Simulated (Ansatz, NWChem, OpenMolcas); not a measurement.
# Redistribution: C3H8 + C2H6S2 → C2H6S + C3H8S

Gas-phase species: C3H8 (propane) `CCC`, singlet; C2H6S2 (1,2-ethanedithiol) `SCCS`, singlet; C2H6S (ethanethiol) `CCS`, singlet; C3H8S (1-propanethiol) `CCCS`, singlet. The partners trade CH3 for SH; both sit on C, so the bond types are kept.

Shapes, held fixed at every level: PBE0-D4/def2-TZVP. Flexible molecules stand in one conformer, not always the lowest. Programs: Ansatz 0.2.0, NWChem 7.3.0, OpenMolcas 26.06. A level may come from different programs for different species; with the same settings they agree closely. Electronic energies: no zero-point or thermal term.

```
                             level           kind  ΔE (kJ/mol)
                         HF/STO-3G   Hartree–Fock         +6.1
                          HF/3-21G   Hartree–Fock         +1.6
                       HF/def2-SVP   Hartree–Fock         +1.6
B3LYP/6-31G* (spherical functions)  global hybrid         +2.0
                     PBE0/def2-SVP  global hybrid         +0.5
```

PBE0/def2-SVP gives ΔE = +0.5 kJ/mol; the levels span +0.5 to +6.1. That is about zero within the method's error. The median of the levels is +1.6. No measured value is set beside it here. Rows in sets without polarisation functions are far from converged.
